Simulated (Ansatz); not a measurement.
Steps from a short run of molecular dynamics on a 2×2×2 supercell (16 atoms) of MgSe (rocksalt), relaxed with r2SCAN; forces from PBE in the PAW code Ansatz, 2×2×2 mesh, Fermi-Dirac smearing of 0.020 eV, a Nosé-Hoover thermostat at fixed volume, set at 200 K. Classical nuclei, no spin polarisation; a few dozen steps show the first response, not equilibrium.

Cell vectors in Å:
```
0.0000 5.4725 5.4725
5.4725 0.0000 5.4725
5.4725 5.4725 0.0000
```

Task: At 18 fs the positions in Å are
```
Mg  -0.057  -0.008   0.050
Se   2.795   2.727   2.751
Mg   2.759   2.687   0.045
Se   5.505   5.467   2.705
Mg   2.740  -0.008   2.659
Se   5.446   2.748   5.462
Mg   5.478   2.723   2.730
Se   8.213   5.523   5.505
Mg   0.026   2.768   2.766
Se   2.734   5.449   5.490
Mg   2.785   5.423   2.745
Se   5.437   8.195   5.460
Mg   2.633   2.761   5.491
Se   5.474   5.480   8.193
Mg   5.402   5.469   5.419
Se   8.215   8.214   8.210
```
What are the forces, and how far does the free energy (smearing included) lie above that of step 0, with the atoms on their sites?

Result: 7.9 meV an atom; forces in eV/Å:
```
Mg  -0.041   0.204  -0.338
Se  -0.255  -0.006  -0.031
Mg  -0.363   0.318  -0.201
Se  -0.026   0.085   0.162
Mg   0.148  -0.088   0.465
Se   0.167  -0.024   0.111
Mg   0.179  -0.068   0.189
Se  -0.168  -0.222  -0.143
Mg  -0.097   0.019  -0.289
Se  -0.181   0.089  -0.265
Mg  -0.213   0.227  -0.166
Se   0.006   0.039  -0.005
Mg   0.389  -0.251   0.069
Se   0.081  -0.072   0.087
Mg   0.372  -0.177   0.206
Se   0.002  -0.073   0.149
```

Task: At 21 fs the positions in Å are
```
Mg  -0.067  -0.008   0.055
Se   2.804   2.726   2.754
Mg   2.760   2.682   0.051
Se   5.510   5.467   2.700
Mg   2.742  -0.010   2.651
Se   5.442   2.750   5.461
Mg   5.481   2.720   2.731
Se   8.213   5.530   5.510
Mg   0.029   2.774   2.768
Se   2.733   5.445   5.492
Mg   2.791   5.416   2.744
Se   5.431   8.192   5.458
Mg   2.619   2.763   5.495
Se   5.475   5.482   8.191
Mg   5.394   5.467   5.412
Se   8.217   8.215   8.210
```
What are the forces, and how far does the free energy (smearing included) lie above that of step 0, with the atoms on their sites?

Result: 9.7 meV an atom; forces in eV/Å:
```
Mg  -0.029   0.215  -0.375
Se  -0.293  -0.007  -0.035
Mg  -0.396   0.341  -0.219
Se  -0.031   0.095   0.189
Mg   0.159  -0.091   0.511
Se   0.192  -0.028   0.127
Mg   0.196  -0.066   0.198
Se  -0.192  -0.252  -0.159
Mg  -0.103   0.011  -0.312
Se  -0.205   0.103  -0.305
Mg  -0.230   0.249  -0.172
Se   0.007   0.045  -0.005
Mg   0.426  -0.268   0.070
Se   0.090  -0.083   0.097
Mg   0.406  -0.183   0.224
Se   0.003  -0.081   0.167
```

Task: At 33 fs the positions in Å are
```
Mg  -0.108   0.002   0.062
Se   2.836   2.720   2.763
Mg   2.746   2.674   0.065
Se   5.531   5.465   2.683
Mg   2.755  -0.022   2.637
Se   5.428   2.758   5.457
Mg   5.499   2.706   2.742
Se   8.211   5.558   5.528
Mg   0.039   2.796   2.765
Se   2.727   5.432   5.496
Mg   2.808   5.401   2.737
Se   5.407   8.184   5.449
Mg   2.580   2.760   5.512
Se   5.478   5.485   8.182
Mg   5.376   5.451   5.393
Se   8.221   8.217   8.215
```
What are the forces, and how far does the free energy (smearing included) lie above that of step 0, with the atoms on their sites?

Result: 14.0 meV an atom; forces in eV/Å:
```
Mg   0.095   0.171  -0.430
Se  -0.415  -0.002  -0.058
Mg  -0.408   0.330  -0.229
Se  -0.059   0.122   0.265
Mg   0.143  -0.055   0.559
Se   0.274  -0.051   0.182
Mg   0.195  -0.009   0.144
Se  -0.280  -0.362  -0.219
Mg  -0.086  -0.063  -0.301
Se  -0.252   0.148  -0.407
Mg  -0.231   0.271  -0.110
Se   0.019   0.067  -0.007
Mg   0.459  -0.226   0.030
Se   0.115  -0.118   0.130
Mg   0.423  -0.117   0.231
Se   0.010  -0.106   0.221
```

Task: At 42 fs the positions in Å are
```
Mg  -0.135   0.016   0.051
Se   2.856   2.715   2.770
Mg   2.721   2.680   0.067
Se   5.546   5.466   2.673
Mg   2.771  -0.034   2.646
Se   5.421   2.763   5.456
Mg   5.520   2.694   2.755
Se   8.207   5.575   5.540
Mg   0.043   2.811   2.752
Se   2.719   5.423   5.495
Mg   2.811   5.399   2.728
Se   5.390   8.178   5.442
Mg   2.568   2.750   5.527
Se   5.482   5.486   8.178
Mg   5.379   5.435   5.386
Se   8.225   8.217   8.220
```
What are the forces, and how far does the free energy (smearing included) lie above that of step 0, with the atoms on their sites?

Result: 14.2 meV an atom; forces in eV/Å:
```
Mg   0.243   0.058  -0.369
Se  -0.466   0.015  -0.083
Mg  -0.294   0.232  -0.176
Se  -0.090   0.127   0.277
Mg   0.074   0.015   0.452
Se   0.307  -0.074   0.210
Mg   0.120   0.075   0.024
Se  -0.326  -0.440  -0.264
Mg  -0.036  -0.155  -0.191
Se  -0.234   0.166  -0.403
Mg  -0.167   0.223   0.013
Se   0.036   0.083  -0.010
Mg   0.370  -0.092  -0.039
Se   0.124  -0.132   0.144
Mg   0.319   0.017   0.178
Se   0.019  -0.118   0.236
```

Task: At 51 fs the positions in Å are
```
Mg  -0.155   0.032   0.028
Se   2.872   2.711   2.775
Mg   2.686   2.694   0.064
Se   5.560   5.467   2.665
Mg   2.789  -0.045   2.671
Se   5.417   2.767   5.457
Mg   5.545   2.686   2.769
Se   8.199   5.588   5.549
Mg   0.046   2.821   2.732
Se   2.709   5.416   5.491
Mg   2.810   5.405   2.719
Se   5.372   8.173   5.435
Mg   2.568   2.736   5.540
Se   5.487   5.486   8.174
Mg   5.391   5.419   5.386
Se   8.228   8.216   8.229
```
What are the forces, and how far does the free energy (smearing included) lie above that of step 0, with the atoms on their sites?

Result: 14.0 meV an atom; forces in eV/Å:
```
Mg   0.391  -0.090  -0.243
Se  -0.483   0.039  -0.110
Mg  -0.103   0.095  -0.089
Se  -0.125   0.120   0.253
Mg  -0.024   0.103   0.267
Se   0.304  -0.098   0.219
Mg  -0.001   0.169  -0.128
Se  -0.331  -0.510  -0.299
Mg   0.030  -0.254  -0.028
Se  -0.181   0.171  -0.341
Mg  -0.068   0.137   0.162
Se   0.061   0.099  -0.009
Mg   0.221   0.090  -0.121
Se   0.123  -0.134   0.147
Mg   0.154   0.186   0.096
Se   0.033  -0.122   0.225
```

Task: At 57 fs the positions in Å are
```
Mg  -0.161   0.042   0.007
Se   2.880   2.708   2.779
Mg   2.660   2.705   0.060
Se   5.569   5.469   2.662
Mg   2.801  -0.050   2.692
Se   5.415   2.769   5.459
Mg   5.562   2.683   2.777
Se   8.192   5.594   5.553
Mg   0.049   2.824   2.718
Se   2.702   5.412   5.485
Mg   2.807   5.411   2.715
Se   5.360   8.170   5.431
Mg   2.572   2.728   5.547
Se   5.491   5.485   8.173
Mg   5.403   5.411   5.387
Se   8.231   8.214   8.235
```
What are the forces, and how far does the free energy (smearing included) lie above that of step 0, with the atoms on their sites?

Result: 14.4 meV an atom; forces in eV/Å:
```
Mg   0.460  -0.188  -0.141
Se  -0.478   0.055  -0.126
Mg   0.044   0.004  -0.024
Se  -0.149   0.109   0.225
Mg  -0.091   0.159   0.132
Se   0.280  -0.110   0.211
Mg  -0.092   0.222  -0.226
Se  -0.300  -0.544  -0.310
Mg   0.072  -0.308   0.088
Se  -0.136   0.169  -0.281
Mg   0.003   0.072   0.251
Se   0.083   0.109  -0.005
Mg   0.113   0.207  -0.171
Se   0.113  -0.130   0.141
Mg   0.035   0.292   0.037
Se   0.042  -0.117   0.200
```
